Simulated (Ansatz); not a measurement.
Input and command of a plane-wave DFT calculation in Ansatz:

```yaml
crystal:
  lattice:
    - [-1.9861130365, 1.9861130365, 5.0901677903]
    - [1.9861130365, -1.9861130365, 5.0901677903]
    - [1.9861130365, 1.9861130365, -5.0901677903]
  atoms:
    - { symbol: Sn, position: [0.75, 0.25, 0.5] }
    - { symbol: Sn, position: [0.0, 0.0, 0.0] }
    - { symbol: O, position: [0.8166433012, 0.8166433012, 0.0] }
    - { symbol: O, position: [0.9530024166, 0.4530024166, 0.5] }
    - { symbol: O, position: [0.2030024166, 0.2030024166, 0.0] }
    - { symbol: O, position: [0.5469975834, 0.0469975834, 0.5] }
basis:
  ecutwfc: 420
kpoints:
  mp_grid: { grid: [10, 10, 10] }
hamiltonian:
  xc: lda
scf:
  occupations: { method: gaussian, width: 0.05 }
output:
  forces: true
  stress: true
  eigenvalues: true
```

```bash
ansatz run input.yaml --threads 2 --pin off --max-ram 5120MiB --backend cpu --events-out ev --progress --plain --runs-dir out
```

Processor: Intel(R) Xeon(R) Platinum 8375C CPU @ 2.90GHz (Ice Lake), 2 threads, on a host shared with other jobs.

Estimate time, memory and problem size.

About 19 s on 2 threads of Intel(R) Xeon(R) Platinum 8375C CPU @ 2.90GHz (Ice Lake), on a shared host, peak memory 0.6 GiB. It solves 32 bands at 171 k points (the mesh reduced by symmetry) with about 1589 plane waves, in 9 SCF iterations.
